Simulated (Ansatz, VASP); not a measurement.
TiO2: VASP beside Ansatz

INCAR

```
PREC = Accurate
ENCUT = 520
EDIFF = 1E-6
ISMEAR = 0
SIGMA = 0.05
LREAL = F
LASPH = T
NELM = 60
ALGO = Normal
ISIF = 2
LWAVE = F
LCHARG = F
GGA = PE
NBANDS = 33
```

Contents of KPOINTS:

```
regular mesh
0
Gamma
  6 6 10
```

The input POSCAR:

```
TiO2
1.0
    4.4267000000      0.0000000000      0.0000000000
    0.0000000000      4.4267000000      0.0000000000
    0.0000000000      0.0000000000      2.7268000000
Ti O
2 4
Direct
    0.0000000000      0.0000000000      0.0000000000
    0.5000000000      0.5000000000      0.5000000000
    0.3050970583      0.3050970583      0.0000000000
    0.1949029417      0.8050970583      0.5000000000
    0.6949029417      0.6949029417      0.0000000000
    0.8050970583      0.1949029417      0.5000000000
```

Input for Ansatz:

```yaml
crystal:
  lattice:
    - [4.4267, 0.0, 0.0]
    - [0.0, 4.4267, 0.0]
    - [0.0, 0.0, 2.7268]
  atoms:
    - { symbol: Ti, position: [0.0, 0.0, 0.0] }
    - { symbol: Ti, position: [0.5, 0.5, 0.5] }
    - { symbol: O, position: [0.3050970583, 0.3050970583, 0.0] }
    - { symbol: O, position: [0.1949029417, 0.8050970583, 0.5] }
    - { symbol: O, position: [0.6949029417, 0.6949029417, 0.0] }
    - { symbol: O, position: [0.8050970583, 0.1949029417, 0.5] }
basis:
  ecutwfc: 520.0
kpoints:
  mp_grid: { grid: [6, 6, 10] }
hamiltonian:
  xc: pbe
  pseudopotentials: { kind: paw, azcp: { folder: soft_1 } }
scf:
  occupations: { method: gaussian, width: 0.05 }
output:
  forces: true
  stress: true
  eigenvalues: true
```

Alike in both runs: task single point; functional PBE; k mesh 6 × 6 × 10; occupations gaussian, width 0.05 eV; no spin polarisation.

|  | VASP | Ansatz |
| --- | --- | --- |
| version | VASP 6.6.1 | Ansatz 0.2.0 |
| potentials or method | VASP PAW PBE potentials, release 64 (Ti_sv, O) | scalar-relativistic, plane waves, PAW |
| plane-wave cutoff (eV) | 520 | 520 |
| valence electrons in the cell | 48 | 48 |

Ansatz gave:

| Quantity | Value |
| --- | --- |
| gap on the k mesh at the Fermi level (eV) | 2.39 |
| least direct gap on the mesh (eV) | 2.39 |
| rms of the force components (eV/Å) | 0.717 |

Question: Which values does VASP return?

Answer: gap on the k mesh at the Fermi level (eV): 2.35; least direct gap on the mesh (eV): 2.35; rms of the force components (eV/Å): 0.736.

Atom by atom the forces differ by 0.019 eV/Å (rms over components). The functional is the same, so the differences come from potentials, cutoffs and numerics.

Caveats: forces of over 1 eV/Å show positions far from the minimum, so gaps and moduli don't describe the material at rest. A k mesh can miss the band edges. As with any semilocal functional, this PBE gap is likely too small.
